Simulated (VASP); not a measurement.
# GaAs (F-43m) in VASP: notebook, part 2 of 2

VASP 6.6.1.

## (3) Relaxation of cell and atoms, PBEsol

This run uses another cell than the first one, of 22.70 Å³/atom, 1.005 times its volume.

Input file INCAR:

```
  ALGO = Normal
  EDIFF = 1E-7
  EDIFFG = -0.005
  ENCUT = 600
  GGA = PS
  IBRION = 2
  ISIF = 3
  ISMEAR = 0
  KPAR = 4
  LASPH = T
  LCHARG = F
  LREAL = F
  LWAVE = F
  NELM = 80
  NSW = 90
  PREC = Accurate
  SIGMA = 0.03
```

Input file KPOINTS:

```
k-points
0
Gamma
  10 10 10
```

Input file POSCAR:

```
GaAs                                    
1.0
    0.0000000000      2.8313993248      2.8313993248
    2.8313993248      0.0000000000      2.8313993248
    2.8313993248      2.8313993248      0.0000000000
  Ga              As            
     1     1
Direct
     0.0000000000000000    0.0000000000000000    0.0000000000000000
     0.2500000000000000    0.2500000000000000    0.2500000000000000
```

Potentials or basis: VASP PAW PBE potentials, release 64 (Ga_d, As).

On the command line:

```bash
$ cat potpaw_PBE.64/Ga_d/POTCAR potpaw_PBE.64/As/POTCAR > POTCAR
$ mpirun -np 4 vasp_std > vasp.out
```

OUTCAR:

```text
EDIFF = 1E-7
   EDIFFG = -0.005
   ENCUT = 600
   GGA = PS
   IBRION = 2
   ISIF = 3
   ISMEAR = 0
   LASPH = T
   LREAL = F
   NELM = 80
   NSW = 90
   PREC = Accurate

 ion  position               nearest neighbor table
   1  0.000  0.000  0.000-   2 2.45   2 2.45   2 2.45   2 2.45
   2  0.250  0.250  0.250-   1 2.45   1 2.45   1 2.45   1 2.45

  LATTYP: Found a face centered cubic cell.
 ALAT       =     5.6627986496

  Lattice vectors:

[... 574 lines left out ...]

  FORCE on cell =-STRESS in cart. coord.  units (eV):
  Direction    XX          YY          ZZ          XY          YZ          ZX
  --------------------------------------------------------------------------------------
  -------------------------------------------------------------------------------------
  Total       -0.0044293     -0.0044293     -0.0044293     -0.0000000      0.0000000     -0.0000000
  in kB       -0.1563200     -0.1563200     -0.1563200     -0.0000000      0.0000000     -0.0000000
  external PRESSURE =      -0.1563200 kB  Pullay stress =       0.0000000 kB

 VOLUME and BASIS-vectors are now :
 -----------------------------------------------------------------------------
  energy-cutoff  :      600.00
  volume of cell :       45.40
      direct lattice vectors                 reciprocal lattice vectors
     0.000000000  2.831399325  2.831399325    -0.176591128  0.176591128  0.176591128
     2.831399325  0.000000000  2.831399325     0.176591128 -0.176591128  0.176591128
     2.831399325  2.831399325  0.000000000     0.176591128  0.176591128 -0.176591128

 POSITION                                       TOTAL-FORCE (eV/Angst)
 -----------------------------------------------------------------------------------
      0.00000      0.00000      0.00000        -0.000000     -0.000000     -0.000000
      1.41570      1.41570      1.41570         0.000000      0.000000      0.000000
 -----------------------------------------------------------------------------------
    total drift:                                0.000001      0.000001      0.000001

  FREE ENERGIE OF THE ION-ELECTRON SYSTEM (eV)
  ---------------------------------------------------
  free  energy   TOTEN  =        -9.0914842075 eV

  energy  without entropy=       -9.0914842075  energy(sigma->0) =       -9.09148421

 reached required accuracy - stopping structural energy minimisation
```

OSZICAR:

```text
N       E                     dE             d eps       ncg     rms          rms(c)
DAV:   1     0.846820210931E+02    0.84682E+02   -0.99509E+03  1230   0.206E+03
DAV:   2    -0.253412740449E+01   -0.87216E+02   -0.84086E+02  1365   0.348E+02
DAV:   3    -0.917169648000E+01   -0.66376E+01   -0.65928E+01  1547   0.787E+01
DAV:   4    -0.928752266090E+01   -0.11583E+00   -0.11576E+00  1400   0.116E+01
DAV:   5    -0.928941638195E+01   -0.18937E-02   -0.18936E-02  1485   0.129E+00    0.292E+00
DAV:   6    -0.912440709085E+01    0.16501E+00   -0.27588E-01  1915   0.113E+01    0.173E+00
DAV:   7    -0.909304728217E+01    0.31360E-01   -0.68459E-02  1783   0.246E+00    0.534E-01
DAV:   8    -0.909127063227E+01    0.17766E-02   -0.96497E-03  1432   0.138E+00    0.990E-02
DAV:   9    -0.909143603237E+01   -0.16540E-03   -0.78708E-04  1527   0.396E-01    0.446E-02
DAV:  10    -0.909146336768E+01   -0.27335E-04   -0.54514E-05  1659   0.825E-02    0.240E-02
DAV:  11    -0.909148416762E+01   -0.20800E-04   -0.26494E-05  1347   0.579E-02    0.223E-03
DAV:  12    -0.909148420748E+01   -0.39865E-07   -0.84701E-07  1439   0.153E-02
   1 F= -.90914842E+01 E0= -.90914842E+01  d E =-.909148E+01
```

It took 5.3 s on 4 MPI ranks of Intel Xeon 6975P-C (Granite Rapids), shared host; peak memory 0.19 GiB.

What came out:

- Free energy: -9.0915 eV
- Pressure after relaxing: 0.0 GPa
- Band gap on the k mesh: 0.42 eV, direct

Final structure:
```xyz
2
Lattice="0.0000 2.8314 2.8314 2.8314 0.0000 2.8314 2.8314 2.8314 0.0000" Properties=species:S:1:pos:R:3 pbc="T T T"
Ga    0.0000    0.0000    0.0000
As    1.4157    1.4157    1.4157
```

Caveat: the relaxation stopped at its first step, so nothing moved; the PAW data sets were made with another functional, which shifts forces and pressure a little.
